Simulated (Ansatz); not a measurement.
Input deck for Ansatz 0.2.0, then the block of the output on the nuclei.

The cell is a structure deposited in the COD, relaxed with PBE at fixed cell and then changed (z stretched by 2 %, ions relaxed).

```yaml
crystal:
  lattice:
    - [5.93, 0.0, 0.0]
    - [0.0, 5.93, 0.0]
    - [0.0, 0.0, 7.1196]
  atoms:
    - { symbol: Ge, position: [0.0898971816, 0.0898971816, 0.0] }
    - { symbol: Ge, position: [0.4101028184, 0.5898971816, 0.75] }
    - { symbol: Ge, position: [0.9101028184, 0.9101028184, 0.5] }
    - { symbol: Ge, position: [0.5898971816, 0.4101028184, 0.25] }
    - { symbol: Ge, position: [0.172343507, 0.3691185639, 0.2595049997] }
    - { symbol: Ge, position: [0.1308814361, 0.672343507, 0.0095049997] }
    - { symbol: Ge, position: [0.827656493, 0.6308814361, 0.7595049997] }
    - { symbol: Ge, position: [0.8691185639, 0.327656493, 0.5095049997] }
    - { symbol: Ge, position: [0.672343507, 0.1308814361, -0.0095049997] }
    - { symbol: Ge, position: [0.6308814361, 0.827656493, 0.2404950003] }
    - { symbol: Ge, position: [0.327656493, 0.8691185639, 0.4904950003] }
    - { symbol: Ge, position: [0.3691185639, 0.172343507, 0.7404950003] }
kpoints:
  mp_grid: { grid: [8, 8, 7] }
scf:
  occupations: { method: fermi_dirac, width: 0.02 }
hamiltonian:
  xc: pbe
  pseudopotentials: { kind: paw }
output:
  forces: true
  stress: true
  populations: true
  efg: { quadrupole_moments_barn: { Ge: -0.196 }, contact_densities: true }
  write_density: true
  write_potential: true
  elf: true
  volumetric_format: npy
relax:
  f_tol: 0.02
  max_steps: 60
```

```sh
ansatz run input.yaml --threads 4 --pin off --max-ram 8192MiB --backend cpu --events-out ev --progress --plain --runs-dir out
```

The run relaxes the ions first, and the block belongs to the relaxed positions.

Of the output, the block on the nuclei alone is shown; the set-up, the SCF iterations, energies, forces and stress are cut. One atom of each set with nearly equal values is shown.

```
--- PAW observables at the nuclei: V_zz in 10²¹ V/m², potentials from the cell's mean, atoms counted from 1 ---
  atom   1  Ge V_zz =    +4.139749   η = 0.7948   by run symmetry: allowed   C_q = -19.6193 MHz
            electrostatic potential = -4322.660538 V   contact ρ = 210260.391735 e/Å³
  atom   5  Ge V_zz =    +5.990806   η = 0.7734   by run symmetry: allowed   C_q = -28.3920 MHz
            electrostatic potential = -4322.615271 V   contact ρ = 210262.672191 e/Å³
```

The relaxation (3 steps) took 54 s of wall time (3.5 min of CPU time) and 1.8 GiB at its peak, on 4 threads of Intel Xeon 6975P-C (Granite Rapids) (x86_64; 16 cores open to the job, memory cap 8.0 GiB, no GPU), a shared host with a load of 0.5 a core.
